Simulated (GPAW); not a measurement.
Write an ASE script for GPAW 26.7.0 that does the following.

```yaml
Task: equation of state
Functional: LDA
Potentials_or_basis: PAW data sets generated in the run's folder for this functional
Cutoff: 600 eV
Basis: pw
k_mesh: 7 × 7 × 6
Occupations: fermi-dirac, width 0.05 eV
Spin: no spin polarisation
Maxiter: 150
Eos_scales: "[0.94, 0.96, 0.98, 1.0, 1.02, 1.04, 1.06]"
```

The structure of MoP lies in MoP.xyz:

```xyz
2
Lattice="3.2230000000 0.0000000000 0.0000000000 -1.6115000000 2.7911998764 0.0000000000 0.0000000000 0.0000000000 3.1910000000" Properties=species:S:1:pos:R:3 pbc="T T T"
Mo     0.0000000000      0.0000000000      0.0000000000
P     -0.0000000002      1.8607999177      1.5955000000
```

The input as run:

run.py

```python
from ase.eos import EquationOfState
from ase.io import Trajectory, read
from ase.units import GPa
from gpaw import GPAW, PW, setup_paths

setup_paths.insert(0, '.')

atoms = read('MoP.xyz')

traj = Trajectory('eos.traj', 'w')
volumes, energies = [], []
for x in [0.94, 0.96, 0.98, 1.0, 1.02, 1.04, 1.06]:
    a = atoms.copy()
    a.set_cell(atoms.cell * x**(1 / 3), scale_atoms=True)
    calc = GPAW(mode=PW(600),
                xc='LDA',
                kpts={'size': (7, 7, 6), 'gamma': True},
                occupations={'name': 'fermi-dirac', 'width': 0.05},
                nbands=20,
                convergence={'density': 1e-05, 'energy': 1e-05},
                maxiter=150,
                txt=f'eos-{x:.2f}.txt')
    a.calc = calc
    energies.append(a.get_potential_energy(force_consistent=True))
    volumes.append(a.get_volume())
    p = -a.get_stress()[:3].mean() / GPa
    calc.write(f'eos-{x:.2f}.gpw')
    traj.write(a)
    print(f'{x:.2f} {volumes[-1]:10.4f} A^3 {energies[-1]:14.6f} eV {p:9.3f} GPa', flush=True)

v0, e0, B = EquationOfState(volumes, energies, eos='birchmurnaghan').fit()
print(f'V0 = {v0:.4f} A^3, E0 = {e0:.6f} eV, B0 = {B / GPa:.2f} GPa')
```

Potentials or basis: PAW data sets generated in the run's folder for this functional, pw.

Launch:

```sh
$ gpaw-setup -f LDA Mo P
$ OMP_NUM_THREADS=1 python run.py
```

Results of the run:

| Quantity | Value |
| --- | --- |
| Equilibrium volume | 13.91 Å³/atom |
| Bulk modulus at fixed shape and positions | 250 GPa |
| Pressure derivative of the bulk modulus | 4.4 |

Caveat: the cell was scaled at fixed shape and fractional positions, which overstates the stiffness of a crystal with free parameters, most of all of layers and chains.

Wall time 44 s on 1 thread of Intel(R) Xeon(R) 6975P-C (Granite Rapids), with other jobs on the host, peak memory 0.21 GiB.
